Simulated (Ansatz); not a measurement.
Ansatz input

```yaml
crystal:
  lattice:
    - [2.7106044303, 0.0, 0.0]
    - [-1.3553022151, 2.3474522962, 0.0]
    - [0.0, 0.0, 8.8462188244]
  atoms:
    - { symbol: Rh, position: [1.0, 1.0, 0.0], spin: 1.0 }
    - { symbol: Rh, position: [1.0, 1.0, 0.5], spin: 1.0 }
    - { symbol: Rh, position: [0.3333333333, 0.6666666667, 0.25], spin: 1.0 }
    - { symbol: Rh, position: [0.6666666667, 0.3333333333, 0.75], spin: 1.0 }
hamiltonian:
  xc: pbe
  pseudopotentials:
    kind: paw
    azcp:
      Rh: "pseudopotentials/Rh.paw.azcp"
basis:
  ecutwfc: 420
  fft_grid_basis: typed
kpoints:
  mp_grid: { grid: [18, 18, 5], shift: [0, 0, 0] }
magnetization:
  spin_polarized: true
scf:
  occupations: { method: fermi_dirac, width: 0.05 }
```

and its output:

```
Engine: ansatz 0.2.0, aarch64-unknown-linux-gnu
Pseudopotentials: kind: paw
Pseudopotential: Rh, paw, valence charge 17, recommended cutoff 420 eV (normal) 
Functional definition: PBE
  parameter kappa = 0.804
  parameter beta = 0.06672455060314922
  exchange = pbe_x(kappa = kappa, mu = beta*pi^2/3)
  correlation = pbe_c(beta = beta)
Crystal: 4 atoms, lattice volume = 56.289 Å³
Basis set: ecut = 420 eV, 1091 PW (Γ)
Bands: 44, of which v1, the nominal top of the filled ones, is band 34 counted from 1 (33 counted from 0)
Symmetry: 24 space group operations
Space group: P63/mmc (ITA 194), of the structure as read, at distance tolerance 3.8e-5 Å
Magnetic group: BNS 194.263 (UNI 1493), of the structure as read, at distance tolerance 3.8e-5 Å
k-points: 111 of 1620
Non-local potential: Rh, projectors of the file, l = 0: 3, l = 1: 2, l = 2: 2, l = 3: 1
PAW form: soft (Blöchl's): semilocal exchange-correlation on the pseudo side does not see the compensation charge
PAW one-centre angular grid: Rh, 590 points (default); XC on 64 Gauss nodes
Initial density: superposition of atomic densities (chi_scale 0.1, normalization cell)
Starting moments: Σ|m| = 4 μB on 4 of 4 sites
Initial wavefunctions: pseudopotential atomic-orbital guess
Functional: x = pbe(κ = 0.804, μ = 0.2195149727645171), c = pbe(β = 0.06672455060314922)
SCF iter   1: F=—  HF=-25614.455739 eV  |F-HF|=—  |Δ(HF+E_count)|=         —  Δρ=9.67e-2 (↑9.67e-2 ↓3.61e-2)  dr2=6.14e0  dr2_m=1.26e0  M=0.526 μB ∫|m|=0.526 μB  β_m=0.30  ethr=3.10e-3  ⟨swp⟩=5.9  Hψ=33205  notcnv=0  defer=5
Mixer restart at iter 1: flushing history
spin=Collinear: Kerker preconditioning applied to the charge; magnetization (m = ρ↑ − ρ↓) channel mixes plain (no charge-response kernel on spin).
SCF iter   2: F=—  HF=-25612.531903 eV  |F-HF|=—  |Δ(HF+E_count)|=    1.92e0  Δρ=6.54e-2 (↑6.54e-2 ↓2.58e-2)  dr2=2.53e0  dr2_m=6.60e-1  M=0.438 μB ∫|m|=0.438 μB  β_m=0.58  ethr=3.10e-3  ⟨swp⟩=3.0  Hψ=17041  notcnv=0  defer=480
SCF iter   3: F=—  HF=-25611.518575 eV  |F-HF|=—  |Δ(HF+E_count)|=    1.01e0  Δρ=1.09e-2 (↑9.13e-3 ↓1.09e-2)  dr2=3.76e-2  dr2_m=2.76e-2  M=0.138 μB ∫|m|=0.142 μB  β_m=0.79  ethr=3.10e-3  ⟨swp⟩=2.0  Hψ=15394  notcnv=0  defer=480
SCF iter   4: F=—  HF=-25611.504958 eV  |F-HF|=—  |Δ(HF+E_count)|=   1.36e-2  Δρ=1.01e-3 (↑1.01e-3 ↓6.77e-4)  dr2=1.09e-3  dr2_m=3.57e-5  M=0.007 μB ∫|m|=0.012 μB  β_m=0.84  ethr=5.54e-5  ⟨swp⟩=2.0  Hψ=20074  notcnv=0  defer=496
SCF iter   5: F=—  HF=-25611.503822 eV  |F-HF|=—  |Δ(HF+E_count)|=   1.14e-3  Δρ=3.12e-4 (↑3.12e-4 ↓2.73e-4)  dr2=4.74e-5  dr2_m=2.23e-5  M=0.005 μB ∫|m|=0.007 μB  β_m=0.92  ethr=1.60e-6  ⟨swp⟩=2.0  Hψ=17292  notcnv=0  defer=496
SCF iter   6: F=—  HF=-25611.503868 eV  |F-HF|=—  |Δ(HF+E_count)|=   4.57e-5  Δρ=6.44e-5 (↑6.44e-5 ↓5.07e-5)  dr2=3.01e-6  dr2_m=3.53e-7  M=0.001 μB ∫|m|=0.001 μB  β_m=0.96  ethr=6.97e-8  ⟨swp⟩=2.3  Hψ=16226  notcnv=0  defer=496
SCF iter   7: F=—  HF=-25611.503869 eV  |F-HF|=—  |Δ(HF+E_count)|=   4.23e-7  Δρ=1.86e-5 (↑1.36e-5 ↓1.86e-5)  dr2=4.74e-7  dr2_m=8.77e-9  M=0.000 μB ∫|m|=0.000 μB  β_m=0.98  ethr=4.43e-9  ⟨swp⟩=2.4  Hψ=16434  notcnv=0  defer=496
SCF iter   8: F=—  HF=-25611.503869 eV  |F-HF|=—  |Δ(HF+E_count)|=   4.63e-8  Δρ=4.27e-6 (↑3.80e-6 ↓4.27e-6)  dr2=2.97e-8  dr2_m=1.56e-10  M=-0.000 μB ∫|m|=0.000 μB  β_m=0.99  ethr=6.97e-10  ⟨swp⟩=2.0  Hψ=14673  notcnv=0  defer=496
SCF iter   9: F=-25611.503868 eV  HF=-25611.503869 eV  |F-HF|=3.70e-8  |Δ(HF+E_count)|=  8.33e-10  Δρ=3.17e-6 (↑3.13e-6 ↓3.17e-6)  dr2=4.04e-8  dr2_m=1.04e-12  M=-0.000 μB ∫|m|=0.000 μB  ethr=4.37e-11  ⟨swp⟩=1.0  Hψ=26632  notcnv=0
SCF 1 converged in 9 iterations: F = -25611.503868 eV  dr2 = 4.04e-8
WARN: the starting moments were not kept: the SCF closed with an absolute magnetisation of 1.5e-6 μB, where they sum to 4 μB in size (4 sites). That is at most 0.1 of that sum. Measured as dr2_m measures the in/out step, that magnetisation stands 4.4e-13 eV from none, at or under the dr2_threshold of 1.0e-7 eV: it is no larger than a step whose dr2_m would equal this threshold. The system may hold no moment; this SCF shows only that its start led to no more than that. To try another start: raise the starting moments (crystal.atoms[].spin, magnetization.per_species, magnetization.initial_magnetization, or on a non-collinear deck that types none of these the spinor_matrix: blocks that start its atoms; where the total moment is fixed, keep their sum and leave initial_magnetization as it is; typed ones take the place of any that the run laid by itself, positive ones on a crystal's lanthanoids without a Hubbard term where scf.initial_density.shell_occupations: [] is typed) or, if the notice of its spin-set hold's release reads "site moments contracting" or "site moments show no strong build", lengthen the hold (scf.mixing.spin_hold: { on: { confirm: 4 } }; for m-r²SCAN on two components see the key's manual first). Each may lead to a state that holds a moment. A second SCF, from the converged charge density, with the starting moments and any scf.initial_density.shell_occupations laid on it anew, would have followed, and was not run: the deck does not ask for one (magnetization.retry_lost_moments is false, the default). To let it run, set magnetization.retry_lost_moments: true and run the deck again, where that key's refused combinations let it; where memory then withholds it, that run's warning says so.
SCF converged after 9 iterations
Magnetization: -0.0000 μB (34.0000 up, 34.0000 down)
Absolute magnetization: 0.0000 μB (∫|ρ↑−ρ↓|, with the PAW one-centre terms)
Spin contamination: 0.0000 ħ² per cell (⟨S²⟩ above its minimum at these occupations)
Per-site moments (μB) at R_I (Å): [(-4.815517024109427e-7, 1.117570505918925), (-4.815517023936735e-7, 1.117570505918925), (-7.919827837954099e-8, 1.117570505918925), (-7.919827845695372e-8, 1.117570505918925)]
Free energy (F): -25611.503868 eV
Harris-Foulkes:  -25611.503869 eV  (|F-HF|=3.70e-8)
Internal energy: -25611.455131 eV  (E = F + TS)
E sigma→0 (E₀):  -25611.479500 eV
Entropy (-TS):   -0.048737 eV (-12.184 meV/atom)
Fermi energy:    21.765693 eV
--- Per-component energies (eV) ---
  E_band       = -379.287771
  E_kinetic    = 2291.212586
  E_local      = -6368.029081  (includes V_loc(G=0)·N_el)
  E_nonlocal   = 1418.311652
  E_hartree    = 2238.375549
  E_xc         = -886.957558
  E_vxc        = -1113.408590  (∫ρ·V_xc dr)
  E_paw        = -14347.482088  (= ΣΔE_a)
  E_vpaw       = -1084.128686  (= ΣTr[D̂ρ^β])
  E_aug_tail   = 0.003461  (compensation charges beyond the density's cutoff)
  E_ewald      = -9956.889652
  E_smearing   = -0.048737  (= −TS)
  E_closure    = -0.000000  (closes the sum)
  Σ components = -25611.503868   (vs F -25611.503868, Δ=0.00e0)
```
